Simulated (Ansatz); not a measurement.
**Nickel, bcc under revPBE: ground state and equation of state**

The plan for nickel in the bcc structure: relax it, solve it on a dense k-mesh, then scale the cell to 7 volumes from 88 to 112 % of the relaxed one and try a fit of the equation of state. Spin polarisation is left out, though the real metal is magnetic, so this state lies above the ground state. The k-meshes are 16×16×16 for the relaxation; 26×26×26 for the dense run; 18×18×18 for the volumes.

This is Ni in the bcc structure; at room conditions it is fcc.

Method: DFT revPBE, plane waves (420 eV) with PAW, scalar-relativistic; PAW files made under PBE, frozen cores solved again for the functional, in Ansatz 0.2.0.

## Step 1: The starting structure

Symmetry: Im-3m, No. 229, cubic system. Conventional cell: a = 2.797 Å, b = 2.797 Å, c = 2.797 Å, α = 90.00°, β = 90.00°, γ = 90.00°. Ni (site symmetry m-3m) has 8 Ni at 2.42 Å as nearest neighbours.

Structure file:

```xyz
1
Lattice="-1.3985 1.3985 1.3985 1.3985 -1.3985 1.3985 1.3985 1.3985 -1.3985" Properties=species:S:1:pos:R:3 pbc="T T T"
Ni    0.0000    0.0000    0.0000
```

## Step 2: Relaxation of the cell

Input file input.yaml:

```yaml
crystal:
  lattice:
    - [-1.3984527048, 1.3984527048, 1.3984527048]
    - [1.3984527048, -1.3984527048, 1.3984527048]
    - [1.3984527048, 1.3984527048, -1.3984527048]
  atoms:
    - { symbol: Ni, position: [0.0, 0.0, 0.0] }
hamiltonian:
  xc: revpbe
  pseudopotentials:
    kind: paw
    azcp:
      Ni: "pseudopotentials/Ni.paw.azcp"
basis:
  ecutwfc: 420
  fft_grid_basis: typed
kpoints:
  mp_grid: { grid: [16, 16, 16], shift: [0, 0, 0] }
magnetization:
  spin_polarized: false
scf:
  occupations: { method: fermi_dirac, width: 0.1 }
relax:
  max_steps: 60
  f_tol: 0.01
  cell: {}
output:
  write_density: true
  write_potential: true
  elf: true
  volumetric_format: npy
```

Further steps of the session: The energy on a finer k-mesh; The cell scaled to 88 % of its volume; The cell scaled to 92 % of its volume; The cell scaled to 96 % of its volume; The cell scaled to 100 % of its volume; The cell scaled to 104 % of its volume; The cell scaled to 108 % of its volume; The cell scaled to 112 % of its volume.

**Question.** What will these runs give? Wanted: space group; conventional cell; volume; shortest distance; gap on the mesh; relative to fcc, ferromagnetic; V₀, B₀, B₀′.

The runs gave:

```
                      quantity                         value
space group (spins left aside)               Im-3m (No. 229)
             conventional cell                   a = 2.815 Å
                        volume                11.154 Å³/atom
             shortest distance                       2.438 Å
               gap on the mesh  none (levels filled in part)
relative to fcc, ferromagnetic                 +119 meV/atom
                   V₀, B₀, B₀′  11.103 Å³/atom, 185 GPa, 4.9
```

**Reading.** From the guessed start the volume grew by 2.0 % in 5 steps. It lies 119 meV/atom above the element's reference form at the same level (fcc, ferromagnetic, from a run of its own); part of this is magnetic energy, as this run has no moments. Levels at the Fermi energy are filled in part, as in a metal. The fitted modulus is 185 GPa. Relaxation kept the symmetry; phonons were not checked.
